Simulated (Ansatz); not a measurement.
Input and command of a calculation in Ansatz (plane waves; scalar-relativistic PAW potentials unless the input names others):

```yaml
crystal:
  lattice:
    - [3.1457762274, 0.0, 0.0]
    - [-1.5728881137, 2.7243221276, 0.0]
    - [0.0, 0.0, 16.190517114]
  atoms:
    - { symbol: W, position: [0.3333333333, 0.6666666667, 0.0] }
    - { symbol: S, position: [0.6666666667, 0.3333333333, 0.9032311916] }
    - { symbol: S, position: [0.6666666667, 0.3333333333, 0.0967688084] }
basis:
  ecutwfc: 420
kpoints:
  mp_grid: { grid: [12, 12, 2] }
hamiltonian:
  xc: pbesol
  hubbard: { sites: [{ species: W, l: d, u_eff: 3.0 }], double_counting: fll }
scf:
  occupations: { method: gaussian, width: 0.02 }
  algorithm: direct_min
output:
  forces: true
  eigenvalues: true
  stress: true
```

```bash
ansatz run input.yaml --threads 1 --pin off --max-ram 2560MiB --backend cpu --events-out ev --progress --plain --runs-dir out
```

Abridged log:
```
Basis set: ecut = 420 eV, 2695 PW (Γ), exchange–correlation on 48×48×240 points (8 copies of the dense FFT grid, shifted against one another)
Bands: 17, of which v1, the nominal top of the filled ones, is band 13 counted from 1 (12 counted from 0)
Symmetry: 12 space group operations
k-points: 38 of 288 (time reversal used)
SCF iter   1: F=—  HF=-12025.638989 eV  |F-HF|=—  |Δ(HF+E_count)|=         —  Δρ=3.01e-2  dr2=1.39e0  ethr=5.32e-3  ⟨swp⟩=3.1  Hψ=3232  notcnv=0
SCF iter   2: F=—  HF=-12025.617582 eV  |F-HF|=—  |Δ(HF+E_count)|=   2.14e-2  Δρ=1.69e-2  dr2=7.91e-1  ethr=5.32e-3  ⟨swp⟩=4.1  Hψ=1977  notcnv=0
SCF iter   3: F=—  HF=-12025.349146 eV  |F-HF|=—  |Δ(HF+E_count)|=   2.68e-1  Δρ=3.75e-3  dr2=8.90e-2  ethr=3.04e-3  ⟨swp⟩=4.0  Hψ=1523  notcnv=0
SCF iter   4: F=—  HF=-12025.332363 eV  |F-HF|=—  |Δ(HF+E_count)|=   1.68e-2  Δρ=1.20e-3  dr2=3.18e-3  ethr=1.11e-5  ⟨swp⟩=3.0  Hψ=2870  notcnv=0
SCF iter   5: F=—  HF=-12025.331167 eV  |F-HF|=—  |Δ(HF+E_count)|=   1.20e-3  Δρ=9.06e-5  dr2=1.34e-5  ethr=1.11e-5  ⟨swp⟩=2.8  Hψ=1334  notcnv=0
SCF iter   6: F=—  HF=-12025.331173 eV  |F-HF|=—  |Δ(HF+E_count)|=   6.30e-6  Δρ=1.65e-5  dr2=5.01e-7  ethr=5.15e-8  ⟨swp⟩=4.0  Hψ=1632  notcnv=0
SCF iter   7: F=—  HF=-12025.331173 eV  |F-HF|=—  |Δ(HF+E_count)|=   3.92e-8  Δρ=6.86e-6  dr2=1.68e-7  ethr=1.93e-9  ⟨swp⟩=3.8  Hψ=1533  notcnv=0
SCF iter   8: F=-12025.331173 eV  HF=-12025.331173 eV  |F-HF|=2.05e-8  |Δ(HF+E_count)|=   4.91e-8  Δρ=3.03e-6  dr2=2.35e-8  ethr=6.48e-10  ⟨swp⟩=2.7  Hψ=1201  notcnv=0
SCF 1 converged in 8 iterations: F = -12025.331173 eV  dr2 = 2.35e-8
  Residual-converged pass: ⟨swp⟩=4.2  Hψ=1877  notcnv=0  max |occ|·‖R‖ = 6.7e-6 eV (tolerance 6.7e-6 eV) dr2=2.78e-8  dr2_onsite=1.63e-9  max |Δocc| = 0.0e0
SCF converged after 8 iterations
Stability not checked: this state was not tested for a lower state beside it, because a direct minimisation reached the state, and no test of it is asked (direct_minimisation; see scf.lower_state_search)
Free energy (F): -12025.331173 eV
Harris-Foulkes:  -12025.331173 eV  (|F-HF|=2.05e-8)
Internal energy: -12025.331173 eV  (E = F + TS)
E sigma→0 (E₀):  -12025.331173 eV
Fermi energy:    1.527676 eV
--- Forces (eV/Å), atoms counted from 1 ---
  atom   1  W      0.00000000     0.00000000     0.00000000
  atom   2  S      0.00000000     0.00000000    -0.01006615
  atom   3  S      0.00000000     0.00000000     0.01006615
--- Stress (GPa, compression-positive) ---
        0.081998       0.000000       0.000000
        0.000000       0.081998       0.000000
        0.000000       0.000000       0.036480
  P = ⅓ Tr σ = 0.0668 GPa (0.668 kbar)
Occupation matrices written to <dir>
```

Apart from outputs, empty bands and the relaxation, which only the reference makes, the input differs from a reference run on usual settings in scf.algorithm: not typed → "direct_min"; hamiltonian.hubbard: not typed → {"sites": [{"species": "W", "l": "d", "u_eff": 3.0}], "double_counting": "fll"}. The reference, at the same geometry, ended its own course with pressure 0.00 GPa, largest force 0.001 eV/Å, gap on the mesh 1.94 eV. This run converged in 8 SCF iterations with an energy at zero smearing 1.2 eV/atom above the reference's (the Hamiltonian itself differs), pressure 0.07 GPa, largest force 0.010 eV/Å, gap on the mesh 1.80 eV.

It took 28 s on 1 thread of Intel(R) Xeon(R) Platinum 8259CL CPU @ 2.50GHz (Skylake/Cascade Lake), on a shared host, peak memory 0.51 GiB.